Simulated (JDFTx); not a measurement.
CoO under changes of volume

One of the cells (9.684 Å³/atom); the others are scaled copies at fixed shape and fractional positions:

```
CELL_PARAMETERS angstrom
0.00000 2.13150 2.13150
2.13150 0.00000 2.13150
2.13150 2.13150 0.00000
ATOMIC_POSITIONS crystal
Co 0.00000 0.00000 0.00000
O 0.50000 0.50000 0.50000
```

| Item | Value |
| --- | --- |
| Program | JDFTx 1.7.0 (patched build) |
| Functional | RPBE |
| Potentials or basis | PseudoDojo-SR-PBE-0.5-standard with smoothed tails |
| Cutoff | 1306 eV |
| Density cutoff | 10449 eV |
| k mesh | 11 × 11 × 11 |
| Occupations | fermi-dirac, width 0.05 eV |
| Spin | collinear spin, ferromagnetic start |
| Starting moments | [2.0, 0.0] μB |

```tsv
volume (Å³/atom)	energy over the lowest point (meV/atom)	pressure (GPa)	moment (μB per cell)
9.103	37.99	16.4	2.93
9.297	20.79	11.9	2.97
9.490	8.98	7.6	2.99
9.684	?	?	?
9.878	0.00	0.2	3.00
10.071	1.90	-3.0	3.00
10.265	7.48	-5.9	3.00
```

Problem. What does the run at 9.684 Å³/atom give?

Solution. Energy over the lowest point 2.20 meV/atom; pressure 3.7 GPa; moment 2.99 μB per cell.

Worked out: A Birch-Murnaghan fit of order 3 (a polynomial in V^(-2/3)) to the other rows has its minimum at 9.88 Å³/atom with B0 = V·E''(V) = 173 GPa and B' = 3.9. It gives 2.24 meV/atom at 9.684 Å³/atom, against the run's 2.20, and -dE/dV = 3.7 GPa, against 3.7. A parabola through the other rows of the moment, of slope 0.0516 μB per Å³/atom there, gives 3.00 μB, against the run's 2.99.

Energies are extrapolated to zero smearing.

Caveats: the potentials were made for another functional, which shifts forces and pressure; a cell with one magnetic atom can't hold antiferromagnetic order, which such compounds often take.
